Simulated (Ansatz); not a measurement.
ZnO (zincite):

```xyz
4
Lattice="3.2493 0.0000 0.0000 -1.6247 2.8140 0.0000 0.0000 0.0000 5.2057" Properties=species:S:1:pos:R:3 pbc="T T T"
Zn    1.6247    0.9380    0.0000
Zn    0.0000    1.8760    2.6029
O     0.0000    1.8760    4.5759
O     1.6247    0.9380    1.9730
```

Program: Ansatz 0.2.0. Alike in all runs: potentials or basis Ansatz PAW; no spin polarisation; cell as given; k mesh 9 × 9 × 5; cutoff (eV) 420. Hardware: 2 threads of Intel(R) Xeon(R) Processor @ 2.50GHz (Skylake/Cascade Lake), with other jobs on the host.

Q: Order these runs on this cell by their wall time, lowest first.
A. task single point; level PBE; smearing gaussian 0.014 eV
B. task Born charges and dielectric tensor; level LDA; smearing fixed
C. task band structure; level BLYP; smearing fermi-dirac 0.05 eV; points for each segment of the path 14

A: A (6.1 s), C (20 s), B (130 s).
